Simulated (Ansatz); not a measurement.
The system is Ag.

```xyz
1
Lattice="-1.6557 1.6557 1.6557 1.6557 -1.6557 1.6557 1.6557 1.6557 -1.6557" Properties=species:S:1:pos:R:3 pbc="T T T"
Ag    0.0000    0.0000    0.0000
```

This isn't the form of Ag at room conditions, which is fcc.

Base run:

```yaml
Program: Ansatz 0.2.0
Functional: LDA
Potentials_or_basis: Ansatz PAW
Cutoff: "420 eV (not typed: the program's choice for these potentials)"
k_mesh: 11 × 11 × 11
Occupations: fermi-dirac, width 0.05 eV
Spin: no spin polarisation
```

Its results: band gap on the k mesh none (metal or under the smearing width); pressure -11.5 GPa.

Task: The run is repeated on the same cell with these changes: functional from LDA to PBE. What comes out?

Result: Band gap on the k mesh none (metal or under the smearing width); pressure -0.8 GPa.

PBE binds less tightly than LDA, so the same cell stands under more pressure.

Caveats: the PAW data sets come from PBE, with cores solved anew for the run's functional, which leaves a small shift of forces and pressure (some runs).
